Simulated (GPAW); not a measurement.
AlN, 2 atoms in the cell. It takes space group Fm-3m (No. 225, cubic). The conventional cell has a = 4.069 Å, b = 4.069 Å, c = 4.069 Å, α = 90.00°, β = 90.00°, γ = 90.00°. Around Al (site symmetry m-3m) lie 6 N at 2.03 Å. Around N (site symmetry m-3m) lie 6 Al at 2.03 Å. Measurements of this composition are mostly on another form, of space group No. 186.

| Property | Result |
| --- | --- |
| Program | GPAW 26.7.0 |
| Task | single point |
| Functional | LDA |
| Potentials or basis | the program's PAW data sets (release 1.2.1) made for this functional |
| Cutoff | 650 eV |
| Basis | pw |
| k mesh | 9 × 9 × 9 |
| Occupations | fermi-dirac, width 0.05 eV |
| Spin | no spin polarisation |
| Maxiter | 120 |
| Convergence | default |

Potentials or basis: the program's PAW data sets (release 1.2.1) made for this functional, pw.

The run is started by

```bash
$ OMP_NUM_THREADS=1 python run.py
```

Hardware: 1 thread of Arm Neoverse V1 (shared host).

Problem. How long does it take, and how much memory?

Solution. Wall time 6.8 s on 1 thread of Arm Neoverse V1, with other jobs on the host, peak memory 0.13 GiB. Counts: scf iterations 8, plane waves 644, bands 11, k points 35.
